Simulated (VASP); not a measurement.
# InP (Fm-3m) in VASP: a series of runs

The runs below take InP through single point, with PBEsol.

All numbers are computed with VASP 6.6.1; they aren't measurements. Logs are shortened: lines on timing, memory, paths and dates and some standing lists are left out, and cuts for length are marked.

### 1 Starting point

Symmetry: Fm-3m, No. 225, cubic system. The conventional cell has a = 5.538 Å, b = 5.538 Å, c = 5.538 Å, α = 90.00°, β = 90.00°, γ = 90.00°. In (site symmetry m-3m) has 6 P at 2.77 Å as nearest neighbours. Around P (site symmetry m-3m) lie 6 In at 2.77 Å.

Measurements of this composition are mostly on another form, of space group No. 216.

### 2 Single point, PBEsol

The input, INCAR:

```
SYSTEM = InP
  PREC = Accurate
  ENCUT = 400
  EDIFF = 1E-6
  ISMEAR = 0
  SIGMA = 0.05
  LREAL = .False.
  LASPH = .True.
  NELM = 100
  ALGO = Normal
  ISIF = 2
  LWAVE = .False.
  LCHARG = .False.
  GGA = PS
  ADDGRID = .True.
```

The input, KPOINTS:

```
regular mesh
0
Gamma
  5 5 5
  0 0 0
```

The input, POSCAR:

```
InP
1.0
    0.0000000000      2.7688340000      2.7688340000
    2.7688340000      0.0000000000      2.7688340000
    2.7688340000      2.7688340000      0.0000000000
In P
1 1
Direct
    0.0000000000      0.0000000000      0.0000000000
    0.5000000000      0.5000000000      0.5000000000
```

Potentials or basis: VASP PAW PBE potentials, release 64 (In_d, P).

Command:

```console
cat potpaw_PBE.64/In_d/POTCAR potpaw_PBE.64/P/POTCAR > POTCAR
mpirun -np 1 vasp_std > vasp.out
```

OUTCAR:

```text
SYSTEM = InP
   PREC = Accurate
   ENCUT = 400
   EDIFF = 1E-6
   ISMEAR = 0
   LREAL = .False.
   LASPH = .True.
   NELM = 100
   ISIF = 2
   GGA = PS

 Found     10 irreducible k-points:

 Following reciprocal coordinates:
            Coordinates               Weight
  0.000000  0.000000  0.000000      1.000000
  0.200000  0.000000  0.000000      8.000000
  0.400000  0.000000  0.000000      8.000000
  0.200000  0.200000  0.000000      6.000000
  0.400000  0.200000  0.000000     24.000000
 -0.400000  0.200000  0.000000     24.000000
   k-points           NKPTS =     10   k-points in BZ     NKDIM =     10   number of bands    NBANDS=     13
   number of dos      NEDOS =    301   number of ions     NIONS =      2
   total plane-waves  NPLWV =  21952
   dimension x,y,z NGX =    28 NGY =   28 NGZ =   28
   dimension x,y,z NGXF=    56 NGYF=   56 NGZF=   56
   ions per type =               1   1
   NGX,Y,Z   is equivalent  to a cutoff of  11.89, 11.89, 11.89 a.u.
   NGXF,Y,Z  is equivalent  to a cutoff of  23.78, 23.78, 23.78 a.u.
 SYSTEM =  InP
   PREC   = accura    normal or accurate (medium, high low for compatibility)
   ISTART =      0    job   : 0-new  1-cont  2-samecut
   ICHARG =      2    charge: 1-file 2-atom 10-const
   ISPIN  =      1    spin polarized calculation?
   LNONCOLLINEAR =      F non collinear calculations
   LSORBIT =      F    spin-orbit coupling
   LASPH  =      T    aspherical Exc in radial PAW
   ENCUT  =  400.0 eV  29.40 Ry    5.42 a.u.   6.39  6.39  6.39*2*pi/ulx,y,z
   NELM   =    100;   NELMIN=  2; NELMDL= -5     # of ELM steps
   EDIFF  = 0.1E-05   stopping-criterion for ELM
   LREAL  =      F    real-space projection
   EDIFFG = 0.1E-04   stopping-criterion for IOM
   NSW    =      0    number of steps for IOM
   IBRION =     -1    ionic relax: 0-MD 1-quasi-New 2-CG
   NFREE  =      0    steps in history (QN), initial steepest desc. (CG)
   ISIF   =      2    stress and relaxation
   ISYM   =      2    0-nonsym 1-usesym 2-fastsym
   POTIM  = 0.5000    time-step for ionic-motion
   TEBEG  =    0.0;   TEEND  =   0.0 temperature during run
   PSTRESS=    0.0 pullay stress
   NELECT =      18.0000    total number of electrons
   NUPDOWN=      -1.0000    fix difference up-down
   EMIN   =  10.00;   EMAX   =-10.00  energy-range for DOS
   EFERMI =   0.00;   METHOD = LEGACY
   ISMEAR =     0;   SIGMA  =   0.05  broadening in eV -4-tet -1-fermi 0-gaus
   EFERMI_NEDOS =   21; number of points for ismear=-14 and -15
   IALGO  =     38    algorithm
   IMIX   =      4    mixing-type and parameters
     AMIX     =   0.40;   BMIX     =  1.00
     AMIX_MAG =   1.60;   BMIX_MAG =  1.00
  volume/ion in A,a.u.               =      21.23       143.25
  Fermi-wavevector in a.u.,A,eV,Ry     =   1.229869  2.324115 20.579860  1.512577
  Thomas-Fermi vector in A             =   2.364739
   LORBIT       =      0    0 simple, 1 ext, 2 COOP (PROOUT), +10 PAW based schemes
   GGA     = PS    functional components
   LHFCALC =     F    Hartree Fock is set to
   AEXX    =    0.0000 exact exchange contribution
   IVDW    =     0    specifies the selected vdW correction
   LEPSILON=     F    determine dielectric tensor
   LRPA    =     F    only Hartree local field effects (RPA)
 non-spin polarized calculation
 Gauss-broadening in eV      SIGMA  =   0.05
  energy-cutoff  :      400.00
  volume of cell :       42.45
 maximum number of plane-waves:       785
 NGX is ok and might be reduce to    28
   NGX = 13   NGY = 13   NGZ = 13

 number of electron      18.0000000 magnetization

 Free energy of the ion-electron system (eV)
  ---------------------------------------------------
  ext. energy  EPLUGINS =         0.00000000
  ---------------------------------------------------
  free energy    TOTEN  =        -8.75504702 eV

  energy without entropy =       -8.75161494  energy(sigma->0) =       -8.75333098

 E-fermi :   7.0379     XC(G=0): -10.5488

 val. band max:        7.0266785249   @ k =   0.4000   0.0000   0.0000
 cond. band min:       7.2330221896   @ k =  -0.2000   0.2000   0.0000
 fundamental gap:      0.2063436647
 Fermi energy:         7.0379440261

 k-point     1 :       0.0000    0.0000    0.0000
  band No.  band energies     occupation
      1      -7.2087      2.00000
      2      -7.2087      2.00000
      3      -7.1878      2.00000
      4      -7.1878      2.00000
      5      -7.1878      2.00000
      6      -5.0929      2.00000
      7       6.6660      2.00000
      8       6.6660      2.00000
      9       6.6660      2.00000
     10       7.4069      0.00000
     11      13.9936      0.00000
     12      13.9936      0.00000
     13      13.9936      0.00000

 k-point     2 :       0.2000    0.0000    0.0000
  band No.  band energies     occupation
      1      -7.2289      2.00000
      2      -7.2289      2.00000
      3      -7.1901      2.00000
      4      -7.1606      2.00000
      5      -7.1606      2.00000
      6      -4.5986      2.00000
      7       3.6965      2.00000
      8       6.7550      2.00000
      9       6.7550      2.00000
     10       9.4546      0.00000
     11      12.4802      0.00000
     12      12.5279      0.00000
     13      12.5279      0.00000
[... 33 lines left out ...]
 k-point     5 :       0.4000    0.2000    0.0000
  band No.  band energies     occupation
      1      -7.3550      2.00000
      2      -7.2123      2.00000
      3      -7.2042      2.00000
      4      -7.1279      2.00000
      5      -7.1047      2.00000
      6      -3.3007      2.00000
      7       1.9854      2.00000
      8       5.4226      2.00000
      9       5.6244      2.00000
     10       7.8328      0.00000
     11      11.8188      0.00000
     12      13.2034      0.00000
     13      13.2327      0.00000

 k-point     6 :      -0.4000    0.2000    0.0000
  band No.  band energies     occupation
      1      -7.3393      2.00000
      2      -7.2448      2.00000
      3      -7.1773      2.00000
      4      -7.1326      2.00000
      5      -7.1044      2.00000
      6      -2.5942      2.00000
      7       0.7789      2.00000
      8       4.4603      2.00000
      9       6.3114      2.00000
     10       8.5031      0.00000
     11      11.6565      0.00000
     12      11.6867      0.00000
     13      14.3205      0.00000

 [... further k-points ...]

------------------------ aborting loop because EDIFF is reached ----------------------------------------

  FORCE on cell =-STRESS in cart. coord.  units (eV):
  Direction    XX          YY          ZZ          XY          YZ          ZX
  --------------------------------------------------------------------------------------
  -------------------------------------------------------------------------------------
  Total       -0.8416941     -0.8416941     -0.8416941      0.0000000      0.0000000     -0.0000000
  in kB      -31.7646516    -31.7646516    -31.7646516      0.0000000      0.0000000     -0.0000000
  external PRESSURE =     -31.7646516 kB  Pullay stress =       0.0000000 kB

 VOLUME and BASIS-vectors are now :
 -----------------------------------------------------------------------------
  energy-cutoff  :      400.00
  volume of cell :       42.45
      direct lattice vectors                 reciprocal lattice vectors
     0.000000000  2.768834000  2.768834000    -0.180581429  0.180581429  0.180581429
     2.768834000  0.000000000  2.768834000     0.180581429 -0.180581429  0.180581429
     2.768834000  2.768834000  0.000000000     0.180581429  0.180581429 -0.180581429

 POSITION                                       TOTAL-FORCE (eV/Angst)
 -----------------------------------------------------------------------------------
      0.00000      0.00000      0.00000        -0.000000     -0.000000     -0.000000
      2.76883      2.76883      2.76883         0.000000      0.000000      0.000000
 -----------------------------------------------------------------------------------
    total drift:                               -0.000000      0.000000      0.000000

  FREE ENERGIE OF THE ION-ELECTRON SYSTEM (eV)
  ---------------------------------------------------
  free  energy   TOTEN  =        -8.7550470246 eV

  energy  without entropy=       -8.7516149404  energy(sigma->0) =       -8.75333098
```

OSZICAR:

```text
N       E                     dE             d eps       ncg     rms          rms(c)
DAV:   1     0.996349309190E+02    0.99635E+02   -0.74339E+03   265   0.134E+03
DAV:   2    -0.235077852599E+01   -0.10199E+03   -0.97231E+02   275   0.307E+02
DAV:   3    -0.884905949473E+01   -0.64983E+01   -0.64433E+01   333   0.832E+01
DAV:   4    -0.901841614380E+01   -0.16936E+00   -0.16835E+00   313   0.135E+01
DAV:   5    -0.902663050874E+01   -0.82144E-02   -0.82142E-02   386   0.265E+00    0.453E+00
DAV:   6    -0.877199441515E+01    0.25464E+00   -0.54439E-01   347   0.149E+01    0.260E+00
DAV:   7    -0.875715226597E+01    0.14842E-01   -0.91166E-02   357   0.341E+00    0.101E+00
DAV:   8    -0.875510411122E+01    0.20482E-02   -0.52670E-03   315   0.106E+00    0.202E-01
DAV:   9    -0.875503779687E+01    0.66314E-04   -0.31625E-04   409   0.262E-01    0.917E-02
DAV:  10    -0.875504443520E+01   -0.66383E-05   -0.18635E-05   327   0.437E-02    0.464E-02
DAV:  11    -0.875504685339E+01   -0.24182E-05   -0.49928E-06   290   0.283E-02    0.770E-03
DAV:  12    -0.875504702465E+01   -0.17126E-06   -0.46813E-07   155   0.127E-02
   1 F= -.87550470E+01 E0= -.87533310E+01  d E =-.343208E-02
```

stdout:

```text
POSCAR found type information on POSCAR InP
 POSCAR found :  2 types and       2 ions
 scaLAPACK will be used
 -----------------------------------------------------------------------------
|                                                                             |
|                                                                             |
|     You enforced a specific xc type in the INCAR file but a different       |
|     I HOPE YOU KNOW WHAT YOU ARE DOING!                                     |
|                                                                             |
 -----------------------------------------------------------------------------

 LDA part: xc-table for (Slater+PW92), standard interpolation
 POSCAR, INCAR and KPOINTS ok, starting setup
 FFT: planning ... GRIDC
 FFT: planning ... GRID_SOFT
 FFT: planning ... GRID
 WAVECAR not read
 entering main loop
```

Run time: 4.7 s. Hardware: 1 thread of Intel Xeon 6975P-C (Granite Rapids), shared host; peak memory 0.22 GiB.

The run converged, but some of its settings lie outside the range that counts as converged, so its numbers aren't taken as properties of the crystal.

Results:

```yaml
Free_energy: -8.7550 eV
Pressure: -3.2 GPa
Band_gap_on_the_k_mesh: none (metal or under the smearing width)
```

Caveat: the k mesh is coarse (spacing up to 0.39 Å⁻¹), so the values aren't converged; the PAW data sets were made with another functional, which shifts forces and pressure a little.

### 3 Single point, PBEsol

INCAR, as its differences from that of step 2:

```diff
@@ -7,3 +7,3 @@
   LREAL = .False.
-  LASPH = .True.
+  LASPH = .False.
   NELM = 100
@@ -14,2 +14,2 @@
   GGA = PS
-  ADDGRID = .True.
+  ADDGRID = .False.
```

KPOINTS is that of step 2.

POSCAR is that of step 2.

Potentials or basis: VASP PAW PBE potentials, release 64 (In_d, P).

Command:

```console
cat potpaw_PBE.64/In_d/POTCAR potpaw_PBE.64/P/POTCAR > POTCAR
mpirun -np 1 vasp_std > vasp.out
```

Wall time 2.4 s (1 thread of Intel Xeon 6975P-C (Granite Rapids), shared host); peak memory 0.14 GiB.

The run converged, but some of its settings lie outside the range that counts as converged, so its numbers aren't taken as properties of the crystal.

What came out:

```yaml
Free_energy: -8.7550 eV
Pressure: -3.2 GPa
Band_gap_on_the_k_mesh: none (metal or under the smearing width)
```

Caveat: the k mesh is coarse (spacing up to 0.39 Å⁻¹), so the values aren't converged; the PAW data sets were made with another functional, which shifts forces and pressure a little.

### 4 Single point, PBEsol

The input, INCAR:

```
SYSTEM = InP
  PREC = Normal
  ENCUT = 400
  EDIFF = 1E-4
  ISMEAR = 0
  SIGMA = 0.05
  LREAL = Auto
  LASPH = .True.
  NELM = 100
  ALGO = Normal
  ISIF = 2
  LWAVE = .False.
  LCHARG = .False.
  GGA = PS
  ADDGRID = .False.
```

KPOINTS is that of step 3.

POSCAR is that of step 3.

Potentials or basis: VASP PAW PBE potentials, release 64 (In_d, P).

Command:

```console
cat potpaw_PBE.64/In_d/POTCAR potpaw_PBE.64/P/POTCAR > POTCAR
mpirun -np 1 vasp_std > vasp.out
```

OUTCAR:

```text
SYSTEM = InP
   PREC = Normal
   ENCUT = 400
   EDIFF = 1E-4
   ISMEAR = 0
   LREAL = Auto
   LASPH = .True.
   NELM = 100
   ISIF = 2
   GGA = PS

 Found     10 irreducible k-points:

 Following reciprocal coordinates:
            Coordinates               Weight
  0.000000  0.000000  0.000000      1.000000
  0.200000  0.000000  0.000000      8.000000
  0.400000  0.000000  0.000000      8.000000
  0.200000  0.200000  0.000000      6.000000
  0.400000  0.200000  0.000000     24.000000
 -0.400000  0.200000  0.000000     24.000000
   k-points           NKPTS =     10   k-points in BZ     NKDIM =     10   number of bands    NBANDS=     13
   number of dos      NEDOS =    301   number of ions     NIONS =      2
   total plane-waves  NPLWV =   8000
   dimension x,y,z NGX =    20 NGY =   20 NGZ =   20
   dimension x,y,z NGXF=    40 NGYF=   40 NGZF=   40
   ions per type =               1   1
   NGX,Y,Z   is equivalent  to a cutoff of   8.49,  8.49,  8.49 a.u.
   NGXF,Y,Z  is equivalent  to a cutoff of  16.98, 16.98, 16.98 a.u.
 SYSTEM =  InP
   PREC   = normal    normal or accurate (medium, high low for compatibility)
   ISTART =      0    job   : 0-new  1-cont  2-samecut
   ICHARG =      2    charge: 1-file 2-atom 10-const
   ISPIN  =      1    spin polarized calculation?
   LNONCOLLINEAR =      F non collinear calculations
[... 69 lines left out ...]
      8       6.6655      2.00000
      9       6.6655      2.00000
     10       7.4059      0.00000
     11      13.9932      0.00000
     12      13.9932      0.00000
     13      13.9932      0.00000
[... 66 lines left out ...]
  band No.  band energies     occupation
      1      -7.3403      2.00000
      2      -7.2458      2.00000
      3      -7.1779      2.00000
      4      -7.1332      2.00000
      5      -7.1050      2.00000
      6      -2.5946      2.00000
      7       0.7775      2.00000
      8       4.4596      2.00000
      9       6.3110      2.00000
     10       8.5017      0.00000
     11      11.6555      0.00000
     12      11.6856      0.00000
     13      14.3195      0.00000

 [... further k-points ...]

------------------------ aborting loop because EDIFF is reached ----------------------------------------

  FORCE on cell =-STRESS in cart. coord.  units (eV):
  Direction    XX          YY          ZZ          XY          YZ          ZX
  --------------------------------------------------------------------------------------
  -------------------------------------------------------------------------------------
  Total       -0.7382240     -0.7382240     -0.7382240      0.0000000      0.0000000     -0.0000000
  in kB      -27.8597994    -27.8597994    -27.8597994      0.0000000      0.0000000     -0.0000000
  external PRESSURE =     -27.8597994 kB  Pullay stress =       0.0000000 kB

 VOLUME and BASIS-vectors are now :
 -----------------------------------------------------------------------------
  energy-cutoff  :      400.00
  volume of cell :       42.45
      direct lattice vectors                 reciprocal lattice vectors
     0.000000000  2.768834000  2.768834000    -0.180581429  0.180581429  0.180581429
     2.768834000  0.000000000  2.768834000     0.180581429 -0.180581429  0.180581429
     2.768834000  2.768834000  0.000000000     0.180581429  0.180581429 -0.180581429

 POSITION                                       TOTAL-FORCE (eV/Angst)
 -----------------------------------------------------------------------------------
      0.00000      0.00000      0.00000         0.000000      0.000000      0.000000
      2.76883      2.76883      2.76883        -0.000000     -0.000000     -0.000000
 -----------------------------------------------------------------------------------
    total drift:                                0.000000     -0.000000      0.000000

  FREE ENERGIE OF THE ION-ELECTRON SYSTEM (eV)
  ---------------------------------------------------
  free  energy   TOTEN  =        -8.7552945300 eV

  energy  without entropy=       -8.7518624458  energy(sigma->0) =       -8.75357849
```

stdout:

```text
POSCAR found type information on POSCAR InP
 POSCAR found :  2 types and       2 ions
 scaLAPACK will be used
 -----------------------------------------------------------------------------
|                                                                             |
|                                                                             |
|     You have a (more or less) 'small supercell' and for smaller cells       |
|     it is recommended to use the reciprocal-space projection scheme!        |
|     The real-space optimization is not efficient for small cells and it     |
|     is also less accurate ...                                               |
|     Therefore, set LREAL=.FALSE. in the INCAR file.                         |
|                                                                             |
 -----------------------------------------------------------------------------

 -----------------------------------------------------------------------------
|                                                                             |
|                                                                             |
|     You enforced a specific xc type in the INCAR file but a different       |
|     I HOPE YOU KNOW WHAT YOU ARE DOING!                                     |
|                                                                             |
 -----------------------------------------------------------------------------

 LDA part: xc-table for (Slater+PW92), standard interpolation
 POSCAR, INCAR and KPOINTS ok, starting setup
 FFT: planning ... GRIDC
 FFT: planning ... GRID_SOFT
 FFT: planning ... GRID
 WAVECAR not read
 entering main loop
```

It took 1.8 s on 1 thread of Intel Xeon 6975P-C (Granite Rapids), shared host; peak memory 0.12 GiB.

These settings aren't checked as converged: the numbers below hold their error.

Results:

- Free energy: -8.7553 eV
- Pressure: -2.8 GPa
- Band gap on the k mesh: none (metal or under the smearing width)

Caveat: the k mesh is coarse (spacing up to 0.39 Å⁻¹), so the values aren't converged; the PAW data sets were made with another functional, which shifts forces and pressure a little.

### 5 Single point, PBEsol

The input, INCAR:

```
SYSTEM = InP
  PREC = Accurate
  ENCUT = 300
  EDIFF = 1E-6
  ISMEAR = 0
  SIGMA = 0.05
  LREAL = .False.
  LASPH = .True.
  NELM = 100
  ALGO = Normal
  ISIF = 2
  LWAVE = .False.
  LCHARG = .False.
  GGA = PS
  ADDGRID = .False.
```

The input, KPOINTS:

```
regular mesh
0
Gamma
  6 6 6
  0 0 0
```

POSCAR is that of step 4.

Command:

```console
cat potpaw_PBE.64/In_d/POTCAR potpaw_PBE.64/P/POTCAR > POTCAR
mpirun -np 1 vasp_std > vasp.out
```

Wall time 2.3 s (1 thread of Intel Xeon 6975P-C (Granite Rapids), shared host); peak memory 0.13 GiB.

These settings aren't checked as converged: the numbers below hold their error.

What came out:

```
Free energy            : -8.7876 eV
Pressure               : -3.5 GPa
Band gap on the k mesh : none (metal or under the smearing width)
```

Caveat: the cutoff is under 1.25 times the usual one of these potentials, so pressure, stress and relaxed cells hold a basis-set (Pulay) error; the PAW data sets were made with another functional, which shifts forces and pressure a little.

### 6 The reference run

An earlier run on the cell as given: functional PBE; potentials or basis VASP PAW PBE potentials, release 64 (In_d, P); cutoff 520 eV; k mesh 8 × 8 × 8; occupations fermi-dirac, width 0.05 eV; no spin polarisation.

* Pressure: -0.1 GPa
* Band gap on the k mesh: none (metal or under the smearing width)
